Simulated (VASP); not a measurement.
# Ba (Pm-3m) in VASP: a series of runs

One crystal, Ba, is run at these levels: PBE; tasks: single point.

All numbers are computed with VASP 6.6.1; they aren't measurements. Logs are shortened: lines on timing, memory, paths and dates and some standing lists are left out, and cuts for length are marked.

**1. The crystal as given**

It takes space group Pm-3m (No. 221, cubic). Conventional cell: a = 3.918 Å, b = 3.918 Å, c = 3.918 Å, α = 90.00°, β = 90.00°, γ = 90.00°. Ba (site symmetry m-3m) is surrounded by 6 Ba at 3.92 Å.

This isn't the form of Ba at room conditions, which is bcc.

**2. Single point, PBE**

Input file INCAR:

```
PREC = Accurate
ENCUT = 550
EDIFF = 1E-6
ISMEAR = 1
SIGMA = 0.1
LREAL = F
LASPH = T
NELM = 100
ALGO = Normal
ISIF = 2
LWAVE = F
LCHARG = F
GGA = PE
ADDGRID = F
```

Input file KPOINTS:

```
regular mesh
0
Gamma
  14 14 14
```

Input file POSCAR:

```
Ba
1.0
    3.9784390000     -0.0454340000      0.0410850000
   -0.0454340000      3.9110040000      0.0402290000
    0.0410850000      0.0402290000      3.8659060000
Ba
1
Direct
   -0.0007550000      0.0095990000     -0.0077320000
```

Potentials or basis: VASP PAW PBE potentials, release 64 (Ba_sv).

Command:

```bash
$ cat potpaw_PBE.64/Ba_sv/POTCAR > POTCAR
$ mpirun -np 1 vasp_std > vasp.out
```

OUTCAR:

```text
PREC = Accurate
   ENCUT = 550
   EDIFF = 1E-6
   ISMEAR = 1
   LREAL = F
   LASPH = T
   NELM = 100
   ISIF = 2
   GGA = PE

 Found   1376 irreducible k-points:

 Following reciprocal coordinates:
            Coordinates               Weight
  0.000000  0.000000  0.000000      1.000000
  0.071429  0.000000 -0.000000      2.000000
  0.142857 -0.000000 -0.000000      2.000000
  0.214286 -0.000000 -0.000000      2.000000
  0.285714 -0.000000 -0.000000      2.000000
  0.357143 -0.000000  0.000000      2.000000
   k-points           NKPTS =   1376   k-points in BZ     NKDIM =   1376   number of bands    NBANDS=      9
   number of dos      NEDOS =    301   number of ions     NIONS =      1
   total plane-waves  NPLWV =  27000
   dimension x,y,z NGX =    30 NGY =   30 NGZ =   30
   dimension x,y,z NGXF=    60 NGYF=   60 NGZF=   60
   ions per type =               1
   NGX,Y,Z   is equivalent  to a cutoff of  12.53, 12.75, 12.90 a.u.
   NGXF,Y,Z  is equivalent  to a cutoff of  25.07, 25.50, 25.80 a.u.
 SYSTEM =  unknown system
   PREC   = accura    normal or accurate (medium, high low for compatibility)
   ISTART =      0    job   : 0-new  1-cont  2-samecut
   ICHARG =      2    charge: 1-file 2-atom 10-const
   ISPIN  =      1    spin polarized calculation?
   LNONCOLLINEAR =      F non collinear calculations
   LSORBIT =      F    spin-orbit coupling
   LASPH  =      T    aspherical Exc in radial PAW
   ENCUT  =  550.0 eV  40.42 Ry    6.36 a.u.   7.61  7.48  7.39*2*pi/ulx,y,z
   NELM   =    100;   NELMIN=  2; NELMDL= -5     # of ELM steps
   EDIFF  = 0.1E-05   stopping-criterion for ELM
   LREAL  =      F    real-space projection
   EDIFFG = 0.1E-04   stopping-criterion for IOM
   NSW    =      0    number of steps for IOM
   IBRION =     -1    ionic relax: 0-MD 1-quasi-New 2-CG
   NFREE  =      0    steps in history (QN), initial steepest desc. (CG)
   ISIF   =      2    stress and relaxation
   ISYM   =      2    0-nonsym 1-usesym 2-fastsym
   POTIM  = 0.5000    time-step for ionic-motion
   TEBEG  =    0.0;   TEEND  =   0.0 temperature during run
   PSTRESS=    0.0 pullay stress
   NELECT =      10.0000    total number of electrons
   NUPDOWN=      -1.0000    fix difference up-down
   EMIN   =  10.00;   EMAX   =-10.00  energy-range for DOS
   EFERMI =   0.00;   METHOD = LEGACY
   ISMEAR =     1;   SIGMA  =   0.10  broadening in eV -4-tet -1-fermi 0-gaus
   EFERMI_NEDOS =   21; number of points for ismear=-14 and -15
   IALGO  =     38    algorithm
   IMIX   =      4    mixing-type and parameters
     AMIX     =   0.40;   BMIX     =  1.00
     AMIX_MAG =   1.60;   BMIX_MAG =  1.00
  volume/ion in A,a.u.               =      60.13       405.78
  Fermi-wavevector in a.u.,A,eV,Ry     =   0.900275  1.701272 11.027447  0.810495
  Thomas-Fermi vector in A             =   2.023212
   LORBIT       =      0    0 simple, 1 ext, 2 COOP (PROOUT), +10 PAW based schemes
   GGA     = PE    functional components
   LHFCALC =     F    Hartree Fock is set to
   AEXX    =    0.0000 exact exchange contribution
   IVDW    =     0    specifies the selected vdW correction
   LEPSILON=     F    determine dielectric tensor
   LRPA    =     F    only Hartree local field effects (RPA)
 non-spin polarized calculation
 Methfessel and Paxton  Order N= 1 SIGMA  =   0.10
  energy-cutoff  :      550.00
  volume of cell :       60.13
 maximum number of plane-waves:      1784
   NGX = 15   NGY = 15   NGZ = 15

 number of electron      10.0000000 magnetization

 number of electron       9.9999999 magnetization

 Free energy of the ion-electron system (eV)
  ---------------------------------------------------
  ext. energy  EPLUGINS =         0.00000000
  ---------------------------------------------------
  free energy    TOTEN  =        -1.59561934 eV

  energy without entropy =       -1.59589789  energy(sigma->0) =       -1.59571219

 E-fermi :   1.7245     XC(G=0):  -7.5431

 val. band max:        1.6974086171   @ k =   0.2143   0.5000   0.1429
 cond. band min:       1.7252342711   @ k =   0.4286   0.4286   0.4286
 fundamental gap:      0.0278256540
 Fermi energy:         1.7244736311

 k-point     1 :       0.0000    0.0000    0.0000
  band No.  band energies     occupation
      1     -27.4109      2.00000
      2     -12.2633      2.00000
      3     -12.2187      2.00000
      4     -12.1859      2.00000
      5      -0.8503      2.00000
      6       1.7591      0.45161
      7       1.7670      0.34739
      8       6.6012      0.00000
      9       6.7423      0.00000

 k-point     2 :       0.0714    0.0000   -0.0000
  band No.  band energies     occupation
      1     -27.4082      2.00000
      2     -12.2994      2.00000
      3     -12.2159      2.00000
      4     -12.1830      2.00000
      5      -0.7736      2.00000
      6       1.7818      0.18448
      7       1.8403     -0.06941
      8       6.4049      0.00000
      9       6.5023      0.00000

 k-point     3 :       0.1429   -0.0000   -0.0000
  band No.  band energies     occupation
      1     -27.4008      2.00000
      2     -12.3992      2.00000
      3     -12.2076      2.00000
      4     -12.1748      2.00000
      5      -0.5587      2.00000
      6       1.8458     -0.07087
      7       2.0483     -0.00005
      8       5.9708      0.00000
      9       6.0756      0.00000

 k-point     4 :       0.2143   -0.0000   -0.0000
  band No.  band energies     occupation
      1     -27.3899      2.00000
      2     -12.5387      2.00000
      3     -12.1955      2.00000
      4     -12.1628      2.00000
      5      -0.2430      2.00000
      6       1.9426     -0.00852
      7       2.3379     -0.00000
      8       5.4926      0.00000
      9       5.6042      0.00000

 k-point     5 :       0.2857   -0.0000   -0.0000
  band No.  band energies     occupation
      1     -27.3778      2.00000
      2     -12.6875      2.00000
      3     -12.1819      2.00000
      4     -12.1494      2.00000
      5       0.1291      2.00000
      6       2.0572     -0.00003
      7       2.5930     -0.00000
      8       5.0700      0.00000
      9       5.1850      0.00000

 k-point     6 :       0.3571   -0.0000    0.0000
  band No.  band energies     occupation
      1     -27.3668      2.00000
      2     -12.8167      2.00000
      3     -12.1696      2.00000
      4     -12.1373      2.00000
      5       0.5121      2.00000
      6       2.1678     -0.00000
      7       2.6764     -0.00000
      8       4.7464      0.00000
      9       4.8636      0.00000

 [... further k-points ...]
[... 5 lines left out ...]
  --------------------------------------------------------------------------------------
  -------------------------------------------------------------------------------------
  Total       -0.0710073      0.1345340      0.2876967     -0.0496171      0.0405174      0.0437424
  in kB       -1.8919697      3.5846221      7.6655984     -1.3220332      1.0795757      1.1655048
  external PRESSURE =       3.1194169 kB  Pullay stress =       0.0000000 kB

 VOLUME and BASIS-vectors are now :
 -----------------------------------------------------------------------------
  energy-cutoff  :      550.00
  volume of cell :       60.13
      direct lattice vectors                 reciprocal lattice vectors
     3.978439000 -0.045434000  0.041085000     0.251416447  0.002948496 -0.002702616
    -0.045434000  3.911004000  0.040229000     0.002948496  0.255750771 -0.002692703
     0.041085000  0.040229000  3.865906000    -0.002702616 -0.002692703  0.258728319

 POSITION                                       TOTAL-FORCE (eV/Angst)
 -----------------------------------------------------------------------------------
      4.01577      0.03206      3.87745         0.000000     -0.000000      0.000000
 -----------------------------------------------------------------------------------
    total drift:                               -0.000001     -0.000000      0.000001

  FREE ENERGIE OF THE ION-ELECTRON SYSTEM (eV)
  ---------------------------------------------------
  free  energy   TOTEN  =        -1.5956193390 eV

  energy  without entropy=       -1.5958978890  energy(sigma->0) =       -1.59571219
```

It took 7.6 min on 1 thread of Intel Xeon Platinum 8259CL at 2.50GHz (Skylake/Cascade Lake), shared host; peak memory 0.9 GiB.

These settings aren't checked as converged: the numbers below hold their error.

Results:

* Free energy: -1.5956 eV
* Pressure: 0.3 GPa
* Band gap on the k mesh: none (metal or under the smearing width)

**3. Single point, PBE**

Changes to INCAR since step 2:

```diff
@@ -1,6 +1,6 @@
 PREC = Accurate
-ENCUT = 550
+ENCUT = 900
 EDIFF = 1E-6
 ISMEAR = 1
-SIGMA = 0.1
+SIGMA = 0.2
 LREAL = F
```

Input file KPOINTS:

```
regular mesh
0
Gamma
  11 11 11
```

Input file POSCAR:

```
Ba
1.0
    3.9177175405      0.0000000000      0.0000000000
    0.0000000000      3.9177175405      0.0000000000
    0.0000000000      0.0000000000      3.9177175405
Ba
1
Direct
    0.0000000000      0.0000000000      0.0000000000
```

Potentials or basis: VASP PAW PBE potentials, release 64 (Ba_sv).

Command:

```bash
$ cat potpaw_PBE.64/Ba_sv/POTCAR > POTCAR
$ mpirun -np 1 vasp_std > vasp.out
```

Wall time 52 s (1 thread of Intel Xeon Platinum 8259CL at 2.50GHz (Skylake/Cascade Lake), shared host); peak memory 0.28 GiB.

The run converged, but some of its settings lie outside the range that counts as converged, so its numbers aren't taken as properties of the crystal.

Results:

```yaml
Free_energy: -1.5960 eV
Pressure: 0.3 GPa
Band_gap_on_the_k_mesh: 0.07 eV, indirect (least direct gap 0.09 eV)
```

Caveat: spin-orbit coupling is left out, which moves the levels of the heavy elements; an odd mesh through Γ misses points on the zone boundary, where band edges often lie.

**4. Single point, PBE**

INCAR is that of step 3.

KPOINTS is that of step 3.

Input file POSCAR:

```
Ba
1.0
    3.9784390000     -0.0454340000      0.0410850000
   -0.0454340000      3.9110040000      0.0402290000
    0.0410850000      0.0402290000      3.8659060000
Ba
1
Direct
   -0.0007550000      0.0095990000     -0.0077320000
```

Potentials or basis: VASP PAW PBE potentials, release 64 (Ba_sv).

Command:

```bash
$ cat potpaw_PBE.64/Ba_sv/POTCAR > POTCAR
$ mpirun -np 1 vasp_std > vasp.out
```

OUTCAR:

```text
PREC = Accurate
   ENCUT = 900
   EDIFF = 1E-6
   ISMEAR = 1
   LREAL = F
   LASPH = T
   NELM = 100
   ISIF = 2
   GGA = PE

 Found    666 irreducible k-points:

 Following reciprocal coordinates:
            Coordinates               Weight
  0.000000  0.000000  0.000000      1.000000
  0.090909 -0.000000  0.000000      2.000000
  0.181818 -0.000000 -0.000000      2.000000
  0.272727 -0.000000 -0.000000      2.000000
  0.363636 -0.000000  0.000000      2.000000
  0.454545 -0.000000 -0.000000      2.000000
   k-points           NKPTS =    666   k-points in BZ     NKDIM =    666   number of bands    NBANDS=      9
   number of dos      NEDOS =    301   number of ions     NIONS =      1
   total plane-waves  NPLWV =  64000
   dimension x,y,z NGX =    40 NGY =   40 NGZ =   40
   dimension x,y,z NGXF=    80 NGYF=   80 NGZF=   80
   ions per type =               1
   NGX,Y,Z   is equivalent  to a cutoff of  16.71, 17.00, 17.20 a.u.
   NGXF,Y,Z  is equivalent  to a cutoff of  33.43, 34.00, 34.40 a.u.
 SYSTEM =  unknown system
   PREC   = accura    normal or accurate (medium, high low for compatibility)
   ISTART =      0    job   : 0-new  1-cont  2-samecut
   ICHARG =      2    charge: 1-file 2-atom 10-const
   ISPIN  =      1    spin polarized calculation?
   LNONCOLLINEAR =      F non collinear calculations
   LSORBIT =      F    spin-orbit coupling
   LASPH  =      T    aspherical Exc in radial PAW
   ENCUT  =  900.0 eV  66.15 Ry    8.13 a.u.   9.73  9.57  9.46*2*pi/ulx,y,z
   NELM   =    100;   NELMIN=  2; NELMDL= -5     # of ELM steps
   EDIFF  = 0.1E-05   stopping-criterion for ELM
   LREAL  =      F    real-space projection
   EDIFFG = 0.1E-04   stopping-criterion for IOM
   NSW    =      0    number of steps for IOM
   IBRION =     -1    ionic relax: 0-MD 1-quasi-New 2-CG
   NFREE  =      0    steps in history (QN), initial steepest desc. (CG)
   ISIF   =      2    stress and relaxation
   ISYM   =      2    0-nonsym 1-usesym 2-fastsym
   POTIM  = 0.5000    time-step for ionic-motion
   TEBEG  =    0.0;   TEEND  =   0.0 temperature during run
   PSTRESS=    0.0 pullay stress
   NELECT =      10.0000    total number of electrons
   NUPDOWN=      -1.0000    fix difference up-down
   EMIN   =  10.00;   EMAX   =-10.00  energy-range for DOS
   EFERMI =   0.00;   METHOD = LEGACY
   ISMEAR =     1;   SIGMA  =   0.20  broadening in eV -4-tet -1-fermi 0-gaus
   EFERMI_NEDOS =   21; number of points for ismear=-14 and -15
   IALGO  =     38    algorithm
   IMIX   =      4    mixing-type and parameters
     AMIX     =   0.40;   BMIX     =  1.00
     AMIX_MAG =   1.60;   BMIX_MAG =  1.00
  volume/ion in A,a.u.               =      60.13       405.78
  Fermi-wavevector in a.u.,A,eV,Ry     =   0.900275  1.701272 11.027447  0.810495
  Thomas-Fermi vector in A             =   2.023212
   LORBIT       =      0    0 simple, 1 ext, 2 COOP (PROOUT), +10 PAW based schemes
   GGA     = PE    functional components
   LHFCALC =     F    Hartree Fock is set to
   AEXX    =    0.0000 exact exchange contribution
   IVDW    =     0    specifies the selected vdW correction
   LEPSILON=     F    determine dielectric tensor
   LRPA    =     F    only Hartree local field effects (RPA)
 non-spin polarized calculation
 Methfessel and Paxton  Order N= 1 SIGMA  =   0.20
  energy-cutoff  :      900.00
  volume of cell :       60.13
 maximum number of plane-waves:      3716
   NGX = 19   NGY = 19   NGZ = 19

 number of electron      10.0000000 magnetization

 Free energy of the ion-electron system (eV)
  ---------------------------------------------------
  ext. energy  EPLUGINS =         0.00000000
  ---------------------------------------------------
  free energy    TOTEN  =        -1.59475778 eV

  energy without entropy =       -1.60309552  energy(sigma->0) =       -1.59753703

 E-fermi :   1.7115     XC(G=0):  -7.5435

 val. band max:        1.7109148636   @ k =  -0.4545  -0.4545   0.4545
 cond. band min:       1.7180184948   @ k =   0.4545  -0.4545   0.4545
 fundamental gap:      0.0071036312
 Fermi energy:         1.7115039508

 k-point     1 :       0.0000    0.0000    0.0000
  band No.  band energies     occupation
      1     -27.4112      2.00000
      2     -12.2637      2.00000
      3     -12.2197      2.00000
      4     -12.1872      2.00000
      5      -0.8505      2.00000
      6       1.7579      0.61872
      7       1.7663      0.55534
      8       6.5999      0.00000
      9       6.6878      0.00000

 k-point     2 :       0.0909   -0.0000    0.0000
  band No.  band energies     occupation
      1     -27.4069      2.00000
      2     -12.3216      2.00000
      3     -12.2151      2.00000
      4     -12.1826      2.00000
      5      -0.7276      2.00000
      6       1.7943      0.36166
      7       1.8842     -0.00910
      8       6.3005      0.00000
      9       6.3978      0.00000
[... 37 lines left out ...]
 k-point     6 :       0.4545   -0.0000   -0.0000
  band No.  band energies     occupation
      1     -27.3579      2.00000
      2     -12.9221      2.00000
      3     -12.1602      2.00000
      4     -12.1285      2.00000
      5       0.9198      2.00000
      6       2.2655     -0.00064
      7       2.5457     -0.00000
      8       4.5024     -0.00000
      9       4.6221     -0.00000

 [... further k-points ...]
[... 5 lines left out ...]
  --------------------------------------------------------------------------------------
  -------------------------------------------------------------------------------------
  Total       -0.0718424      0.1457150      0.3054625     -0.0492068      0.0389873      0.0432536
  in kB       -1.9142212      3.8825347      8.1389625     -1.3111009      1.0388064      1.1524808
  external PRESSURE =       3.3690920 kB  Pullay stress =       0.0000000 kB

 VOLUME and BASIS-vectors are now :
 -----------------------------------------------------------------------------
  energy-cutoff  :      900.00
  volume of cell :       60.13
      direct lattice vectors                 reciprocal lattice vectors
     3.978439000 -0.045434000  0.041085000     0.251416447  0.002948496 -0.002702616
    -0.045434000  3.911004000  0.040229000     0.002948496  0.255750771 -0.002692703
     0.041085000  0.040229000  3.865906000    -0.002702616 -0.002692703  0.258728319

 POSITION                                       TOTAL-FORCE (eV/Angst)
 -----------------------------------------------------------------------------------
      4.01577      0.03206      3.87745        -0.000000     -0.000000      0.000000
 -----------------------------------------------------------------------------------
    total drift:                               -0.000000      0.000000     -0.000000

  FREE ENERGIE OF THE ION-ELECTRON SYSTEM (eV)
  ---------------------------------------------------
  free  energy   TOTEN  =        -1.5947577800 eV

  energy  without entropy=       -1.6030955170  energy(sigma->0) =       -1.59753703
```

Run time: 6.2 min. Hardware: 1 thread of Intel Xeon Platinum 8259CL at 2.50GHz (Skylake/Cascade Lake), shared host; peak memory 0.96 GiB.

The run converged, but some of its settings lie outside the range that counts as converged, so its numbers aren't taken as properties of the crystal.

Results:

| Item | Value |
| --- | --- |
| Free energy | -1.5948 eV |
| Pressure | 0.3 GPa |
| Band gap on the k mesh | none (metal or under the smearing width) |

**5. Single point, PBE**

Changes to INCAR since step 4:

```diff
@@ -1,3 +1,3 @@
 PREC = Accurate
-ENCUT = 900
+ENCUT = 450
 EDIFF = 1E-6
```

Input file KPOINTS:

```
regular mesh
0
Gamma
  17 17 17
```

Input file POSCAR:

```
Ba
1.0
    3.9177175405      0.0000000000      0.0000000000
    0.0000000000      3.9177175405      0.0000000000
    0.0000000000      0.0000000000      3.9177175405
Ba
1
Direct
    0.0000000000      0.0000000000      0.0000000000
```

Command:

```bash
$ cat potpaw_PBE.64/Ba_sv/POTCAR > POTCAR
$ mpirun -np 1 vasp_std > vasp.out
```

Run time: 56 s. Hardware: 1 thread of Intel Xeon Platinum 8259CL at 2.50GHz (Skylake/Cascade Lake), shared host; peak memory 0.21 GiB.

These settings aren't checked as converged: the numbers below hold their error.

Results:

| Property | Result |
| --- | --- |
| Free energy | -1.5951 eV |
| Pressure | 0.3 GPa |
| Band gap on the k mesh | none (metal or under the smearing width) |

(Continued in part 2 of 2.)
